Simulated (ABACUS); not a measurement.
# Yb (Fm-3m) in ABACUS: a series of runs

The runs below take Yb through equation of state, with PBE.

Program: ABACUS 3.10.1. These are calculated values, not measurements. Logs are shortened: lines on timing, memory, paths and dates and some standing lists are left out, and cuts for length are marked.

## (1) The crystal as given

Symmetry: Fm-3m, No. 225, cubic system. Conventional cell: a = 5.486 Å, b = 5.486 Å, c = 5.486 Å, α = 90.00°, β = 90.00°, γ = 90.00°. Yb (site symmetry m-3m) has 12 Yb at 3.88 Å as nearest neighbours.

## (2) Equation of state, PBE, collinear spin, ferromagnetic start, 38.80 Å³/atom (volume scaled by 0.94)

Input file INPUT:

```
INPUT_PARAMETERS
suffix              Yb
calculation         scf
basis_type          lcao
pseudo_dir          ./
orbital_dir         ./
symmetry            1
dft_functional      pbe
ecutwfc             100
pseudo_rcut         10
nspin               2
nbands              10
ks_solver           genelpa
smearing_method     fd
smearing_sigma      0.00367493
scf_thr             1e-07
scf_nmax            100
mixing_type         broyden
mixing_beta         0.4
cal_force           1
cal_stress          1
out_mul             1
```

Input file STRU:

```
ATOMIC_SPECIES
Yb 173.0540 Yb.upf

NUMERICAL_ORBITAL
Yb_confined-atom_8au_4s3p3d1f.orb

LATTICE_CONSTANT
1.8897261246

LATTICE_VECTORS
0.0000000000 2.6871026548 2.6871026548
2.6871026548 0.0000000000 2.6871026548
2.6871026548 2.6871026548 0.0000000000

ATOMIC_POSITIONS
Direct

Yb
0.0
1
0.0000000000 0.0000000000 0.0000000000 1 1 1 mag 0
```

Input file KPT:

```
K_POINTS
0
Gamma
8 8 8 0 0 0
```

Potentials or basis: PseudoDojo NC SR 0.4.1 PBE standard, lanthanides 3+ (f in core), TZDP LCAO (the cutoffs set its grid).

Launch:

```console
$ OMP_NUM_THREADS=1 mpirun -np 4 abacus > log
```

running log:

```text
ABACUS v3.10.1

               Atomic-orbital Based Ab-initio Computation at UStc

 ------------------------------------------------------------------------------------

 READING GENERAL INFORMATION
                           global_out_dir = OUT.Yb/
                           global_in_card = INPUT
                               pseudo_dir = ./
                              orbital_dir = ./
                                    DSIZE = 4
                                    GSIZE = 1

 READING UNITCELL INFORMATION
                                    ntype = 1
                  lattice constant (Bohr) = 1.88973
              lattice constant (Angstrom) = 1

 READING ATOM TYPE 1
                               atom label = Yb
                      L=0, number of zeta = 4
                      L=1, number of zeta = 3
                      L=2, number of zeta = 3
                      L=3, number of zeta = 1
             number of atom for this type = 1
               magnetization of element 1 = 0
          Autoset magnetism for this atom = 1

                        TOTAL ATOM NUMBER = 1
DIRECT COORDINATES
    atom                   x                   y                   z     mag                  vx                  vy                  vz
taud_Yb1            0.0000000000        0.0000000000        0.0000000000  1.0000        0.0000000000        0.0000000000        0.0000000000

                          Volume (Bohr^3) = 261.866
                             Volume (A^3) = 38.8045

 Lattice vectors: (Cartesian coordinate: in unit of a_0)
                   +0             +2.6871             +2.6871
              +2.6871                  +0             +2.6871
              +2.6871             +2.6871                  +0
 Reciprocal vectors: (Cartesian coordinate: in unit of 2 pi/a_0)
            -0.186074           +0.186074           +0.186074
            +0.186074           -0.186074           +0.186074
            +0.186074           +0.186074           -0.186074
 The esolver type has been set to : ksdft_lcao

                PAO radial cut off (Bohr) = 10

 Read in pseudopotential file is Yb.upf
                     pseudopotential type = NC
          exchange-correlation functional = PBE
                 nonlocal core correction = 1
                        valence electrons = 11
                                     lmax = 3
                           number of zeta = 4
                     number of projectors = 8
                           L of projector = 0
                           L of projector = 0
                           L of projector = 1
                           L of projector = 1
                           L of projector = 2
                           L of projector = 2
                           L of projector = 3
                           L of projector = 3
     initial pseudo atomic orbital number = 10
 The readin total magnetization is 1

 SETUP THE ELECTRONS NUMBER
            electron number of element Yb = 11
      total electron number of element Yb = 11
            AUTOSET number of electrons:  = 11
                           occupied bands = 6
                                   NLOCAL = 35
                                   NBANDS = 10
                                   NBANDS = 10
                                   NLOCAL = 35

 SETUP THE PLANE WAVE BASIS
 energy cutoff for charge/potential (unit:Ry) = 400
            fft grid for charge/potential = [ 45, 45, 45 ]
                        fft grid division = [ 3, 3, 3 ]
        big fft grid for charge/potential = [ 15, 15, 15 ]
                                     nbxx = 900
                                     nrxx = 24300

 SETUP PLANE WAVES FOR CHARGE/POTENTIAL
                    number of plane waves = 35557
                         number of sticks = 1417

 PARALLEL PW FOR CHARGE/POTENTIAL
     PROC   COLUMNS(POT)             PW
        1            355           8892
        2            354           8889
        3            354           8888
        4            354           8888
 --------------- sum -------------------
        4           1417          35557
                            number of |g| = 346
                                  max |g| = 36.147
                                  min |g| = 0.103871

----------- Double Check Mixing Parameters Begin ------------
mixing_type: broyden
mixing_beta: 0.4
mixing_gg0: 1
mixing_gg0_min: 0.1
mixing_beta_mag: 1.6
mixing_gg0_mag: 0
mixing_ndim: 8
----------- Double Check Mixing Parameters End ------------

 LATTICE VECTORS: (CARTESIAN COORDINATE: IN UNIT OF A0)
                   +0             +2.6871             +2.6871
              +2.6871                  +0             +2.6871
              +2.6871             +2.6871                  +0
                       right hand lattice = 1
                                   NORM_A = 3.80014
                                   NORM_B = 3.80014
                                   NORM_C = 3.80014
                           ALPHA (DEGREE) = 60
                           BETA  (DEGREE) = 60
                           GAMMA (DEGREE) = 60

 The lattice vectors have been changed (STRU_SIMPLE.cif)

(for optimal symmetric configuration:)
                             BRAVAIS TYPE = 3
                     BRAVAIS LATTICE NAME = 03. Cubic F (face-centered)
                                    ibrav = 3
                                    IBRAV = 3
                                  BRAVAIS = FACE CENTERED CUBIC
                       LATTICE CONSTANT A = 5.37421
Original cell was already a primitive cell.
                        ROTATION MATRICES = 48
              PURE POINT GROUP OPERATIONS = 48
                   SPACE GROUP OPERATIONS = 48
                              POINT GROUP = O_h
               POINT GROUP IN SPACE GROUP = O_h

 SETUP K-POINTS
                                    nspin = 2
                   Input type of k points = Monkhorst-Pack(Gamma)
                                   nkstot = 512
                       right hand lattice = 1
(for reciprocal lattice: )
                             BRAVAIS TYPE = 2
                     BRAVAIS LATTICE NAME = 02. Cubic I (body-centered)
                                    ibrav = 2
                       right hand lattice = 1
(for k-lattice: )
                             BRAVAIS TYPE = 2
                     BRAVAIS LATTICE NAME = 02. Cubic I (body-centered)
                                    ibrav = 2
                       right hand lattice = 1
                        ROTATION MATRICES = 48
                               nkstot_ibz = 29
K-POINTS REDUCTION ACCORDING TO SYMMETRY
     IBZ    DIRECT_X    DIRECT_Y    DIRECT_Z  WEIGHT  ibz2bz
       1  0.00000000  0.00000000  0.00000000  0.0020       0
       2  0.12500000  0.12500000  0.12500000  0.0156       1
       3  0.25000000  0.25000000  0.25000000  0.0156       2
       4  0.37500000  0.37500000  0.37500000  0.0156       3
       5  0.50000000  0.50000000  0.50000000  0.0078       4
       6  0.12500000  0.12500000  0.00000000  0.0117       9
[... 21 lines left out ...]
      28 -0.12500000  0.50000000  0.37500000  0.0234     101
      29  0.50000000  0.25000000 -0.25000000  0.0117     166

                               nkstot now = 29
[... K-POINTS DIRECT COORDINATES: 29 rows ...]

           k-point number in this process = 29
       minimum distributed K point number = 29
[... stars of the k points ...]
                             nks(nspin=2) = 58
                          nkstot(nspin=2) = 58

[... K-POINTS CARTESIAN COORDINATES: 58 rows ...]

[... K-POINTS DIRECT COORDINATES: 58 rows ...]

 SETUP PLANE WAVES FOR WAVE FUNCTIONS
     energy cutoff for wavefunc (unit:Ry) = 100
              fft grid for wave functions = [ 45, 45, 45 ]
                    number of plane waves = 5673
                         number of sticks = 421

 PARALLEL PW FOR WAVE FUNCTIONS
     PROC   COLUMNS(POT)             PW
        1            105           1418
        2            106           1420
        3            105           1418
        4            105           1417
 --------------- sum -------------------
        4            421           5673

 SET NONLOCAL PSEUDOPOTENTIAL PROJECTORS
 max number of nonlocal projetors among all species is 8

 -------------------------------------------
 SELF-CONSISTENT
 -------------------------------------------

 SETUP SEARCHING RADIUS FOR PROGRAM TO SEARCH ADJACENT ATOMS
                  longest orb rcut (Bohr) = 8
   longest nonlocal projector rcut (Bohr) = 2.54
                     search radius (Bohr) = 21.1
              searching radius is (Bohr)) = 21.1
         searching radius unit is (Bohr)) = 1.89
                         PeriodicBoundary = 1
                        Radius(unit:lat0) = 11.2
                                   glayer = [ 5, 5, 5 ]
                             glayer_minus = [ 4, 4, 4 ]

Find the coordinate range of the input atom(unit:lat0).
                                  min_tau = [ -21.5, -21.5, -21.5 ]
                                  max_tau = [ 21.5, 21.5, 21.5 ]
                                BoxNumber = [ 9, 9, 9 ]

 SETUP EXTENDED REAL SPACE GRID FOR GRID INTEGRATION
                          real space grid = [ 45, 45, 45 ]
                 big cell numbers in grid = [ 15, 15, 15 ]
             meshcell numbers in big cell = [ 3, 3, 3 ]
                        extended fft grid = [ 21, 21, 21 ]
                dimension of extened grid = [ 58, 58, 58 ]
                            UnitCellTotal = 125
              Atom number in sub-FFT-grid = 1
    Local orbitals number in sub-FFT-grid = 35
                                ParaV.nnr = 27540
                                 init_chg = atomic

 LCAO ALGORITHM --------------- ION=   1  ELEC=   1--------------------------------
          total magnetism (Bohr mag/cell) = 0.339967
       absolute magnetism (Bohr mag/cell) = 0.339967
                        nelec for spin up = 5.66998
                      nelec for spin down = 5.33002

 Density error is 0.0923316749999
----------------------------------------------------------
     Energy           Rydberg                 eV
----------------------------------------------------------
 E_KohnSham     -93.1438074083       -1267.2865141680
 E_Harris       -93.7488824731       -1275.5189827660
 E_Fermi        0.5513593216         7.5016284196
----------------------------------------------------------
[... 181 lines left out ...]
 LCAO ALGORITHM --------------- ION=   1  ELEC=  14--------------------------------
          total magnetism (Bohr mag/cell) = -5.6296e-08
       absolute magnetism (Bohr mag/cell) = 5.92366e-08
                        nelec for spin up = 5.5
                      nelec for spin down = 5.5

 Density error is 2.37444835602e-08
----------------------------------------------------------
     Energy           Rydberg                 eV
----------------------------------------------------------
 E_KohnSham     -93.1467023732       -1267.3259021858
 E_KS(sigma->0) -93.1460550183       -1267.3170944699
 E_Harris       -93.1467021115       -1267.3258986248
 E_band         -14.3707931578       -195.5246717259
 E_one_elec     -31.4233629286       -427.5367861508
 E_Hartree      16.2545334613        221.1542734059
 E_xc           -23.3506883040       -317.7024131569
 E_Ewald        -54.6258898920       -743.2233608521
 E_entropy(-TS) -0.0012947099        -0.0176154319
 E_descf        0.0000000000         0.0000000000
 E_exx          0.0000000000         0.0000000000
 E_Fermi        0.5394364748         7.3394097657
----------------------------------------------------------

 charge density convergence is achieved
 final etot is -1267.3259022 eV
 EFERMI = 7.3394097657 eV

 STATE ENERGY(eV) AND OCCUPATIONS    NSPIN == 2
SPIN UP :
 1/29 kpoint (Cartesian) = 0.0000 0.0000 0.0000 (1123 pws)
       1       -47.8978     0.00195312
       2       -19.4531     0.00195312
       3       -19.4531     0.00195312
       4       -19.4531     0.00195312
       5        2.10913     0.00195312
       6        9.16375    2.78405e-19
       7        9.16375    2.78405e-19
       8        9.16375    2.78405e-19
       9        10.8559    5.58656e-34
      10        10.8559    5.58656e-34
[... 49 lines left out ...]
 6/29 kpoint (Cartesian) = 0.0000 0.0000 0.046519 (1115 pws)
       1       -47.8961      0.0117188
       2       -19.4812      0.0117188
       3       -19.4638      0.0117188
       4       -19.4638      0.0117188
       5        2.53929      0.0117188
       6        8.69162    2.10712e-14
       7        9.39194    1.74104e-20
       8        9.39194    1.74104e-20
       9        10.2836    3.13576e-28
      10        11.0108    1.51320e-34

[... levels at 52 further k points ...]

-------------------------------------------------
 Total Magnetism (uB)
-------------------------------------------------
                        Yb1        -0.0000000563
-------------------------------------------------

 correction force for each atom along direction 1 is -2.08778e-15
 correction force for each atom along direction 2 is -1.54466e-15
 correction force for each atom along direction 3 is 9.54048e-15
------------------------------------------------------------------------------------------
 TOTAL-FORCE (eV/Angstrom)
------------------------------------------------------------------------------------------
                       Yb1         0.0000000000         0.0000000000         0.0000000000
------------------------------------------------------------------------------------------

----------------------------------------------------------------
 TOTAL-STRESS (KBAR)
----------------------------------------------------------------
       -77.7159324279         0.0000000000         0.0000000000
        -0.0000000000       -77.7159324279        -0.0000000000
         0.0000000000         0.0000000000       -77.7159324279
----------------------------------------------------------------
 TOTAL-PRESSURE: -77.715932 KBAR

 --------------------------------------------
 !FINAL_ETOT_IS -1267.3259021858043525 eV
 --------------------------------------------
```

It took 14 s on 4 MPI ranks of AMD EPYC 7B13 (Zen 3), shared host; peak memory 0.44 GiB.

What came out:

```
Free energy            : -1267.3259 eV
Band gap on the k mesh : none (metal or under the smearing width)
Net moment             : 0.00 μB per cell
Absolute moment        : 0.00 μB per cell
```

Caveat: the atomic orbitals were generated for these runs and aren't a published set; the local potential of these files has a noisy tail that shifts the pressure, which isn't listed; all typed moments are zero, and the program then starts from 1 μB on every atom; the noisy tail tilts energy against volume too; spin-orbit coupling is left out, which moves the levels of the heavy elements; the 4f electrons are frozen in the core as for a trivalent ion, so they carry no moment and show no levels, and Eu and Yb are often divalent; the basis of atomic orbitals isn't converged, which shifts pressures, moduli and gaps.

(Part 1 of 2 ends here.)
